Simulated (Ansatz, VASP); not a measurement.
**Si in VASP and in Ansatz**

INCAR

```
SYSTEM = Si
ALGO = Normal
EDIFF = 1E-6
ENCUT = 520
GGA = PE
ISIF = 2
ISMEAR = 0
LASPH = .TRUE.
LCHARG = .FALSE.
LREAL = .FALSE.
LWAVE = .FALSE.
NBANDS = 16
NELM = 100
PREC = Accurate
SIGMA = 0.05
```

Contents of KPOINTS:

```
k-points
0
G
  12 12 6
  0 0 0
```

POSCAR

```
Si
1.0
    3.8182503661      0.0000000000      0.0000000000
   -1.9091251831      3.3067018151      0.0000000000
    0.0000000000      0.0000000000      6.4746071459
Si
4
Direct
    0.3333333333      0.6666666667      0.0629320729
    0.6666666667      0.3333333333      0.5629320729
    0.3333333333      0.6666666667      0.4370679271
    0.6666666667      0.3333333333      0.9370679271
```

Input for Ansatz:

```yaml
crystal:
  lattice:
    - [3.8182503661, 0.0, 0.0]
    - [-1.9091251831, 3.3067018151, 0.0]
    - [0.0, 0.0, 6.4746071459]
  atoms:
    - { symbol: Si, position: [0.3333333333, 0.6666666667, 0.0629320729] }
    - { symbol: Si, position: [0.6666666667, 0.3333333333, 0.5629320729] }
    - { symbol: Si, position: [0.3333333333, 0.6666666667, 0.4370679271] }
    - { symbol: Si, position: [0.6666666667, 0.3333333333, 0.9370679271] }
basis:
  ecutwfc: 420
kpoints:
  mp_grid: { grid: [12, 12, 6] }
hamiltonian:
  xc: pbe
  pseudopotentials: { kind: paw, azcp: { folder: soft_1 } }
scf:
  occupations: { method: gaussian, width: 0.05 }
output:
  forces: true
  stress: true
  eigenvalues: true
```

Alike in both runs: task single point; functional PBE; k mesh 12 × 12 × 6; occupations gaussian, width 0.05 eV; no spin polarisation.

|  | VASP | Ansatz |
| --- | --- | --- |
| version | VASP 6.6.1 | Ansatz 0.2.0 |
| potentials or method | VASP PAW PBE potentials, release 64 (Si) | scalar-relativistic, plane waves, PAW |
| plane-wave cutoff (eV) | 520 | 420 |
| valence electrons in the cell | 16 | 16 |

|  | VASP | Ansatz | Ansatz less VASP |
| --- | --- | --- | --- |
| gap on the k mesh at the Fermi level (eV) | 0.56 | 0.56 | 0.000 |
| least direct gap on the mesh (eV) | 1.27 | 1.27 | -0.004 |
| pressure (GPa) | 0.0 | 0.1 | +0.06 |
| largest component of the traceless stress (GPa) | 3.55 | 3.54 | -0.012 |
| rms of the force components (eV/Å) | 0.136 | 0.137 | +0.0014 |

Atom by atom the forces differ by 0.001 eV/Å (rms over components).

A k mesh can miss the band edges.
